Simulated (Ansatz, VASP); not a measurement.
One calculation of As, two programs

```
As
1.0
     6.09436    0.00000    0.00000
    -3.04718    5.27787    0.00000
     0.00000    0.00000   22.72000
As
6
Cartesian
  2.0315 3.5186 13.7634
  -0.9906 5.2647 13.7625
  5.1041 1.7697 13.7618
  1.0383 1.7492 15.1573
  4.0696 3.5165 15.1544
  1.0371 5.2873 15.1581
```

Alike in both runs: task single point; functional PBEsol; dispersion D3(BJ); k mesh 6 × 6 × 1; occupations gaussian, width 0.04 eV; no spin polarisation.

|  | VASP | Ansatz |
| --- | --- | --- |
| version | VASP 6.6.1 | Ansatz 0.2.0 |
| potentials or method | VASP PAW PBE potentials, release 64 (As) | scalar-relativistic, plane waves, PAW |
| plane-wave cutoff (eV) | 520 | 420 |
| valence electrons in the cell | 30 | 90 |

Ansatz gave:

* gap on the k mesh at the Fermi level (eV): 1.39
* least direct gap on the mesh (eV): 1.65
* rms of the force components (eV/Å): 0.037

Estimate VASP's values.

gap on the k mesh at the Fermi level (eV): 1.40; least direct gap on the mesh (eV): 1.66; rms of the force components (eV/Å): 0.088.

Atom by atom the forces differ by 0.069 eV/Å (rms over components). The two sets of potentials don't hold the same shells in valence. Ansatz warned: «pseudo_functional_mismatch».

Caveats: the PAW data sets were made with another functional, which shifts forces and pressure a little (VASP).
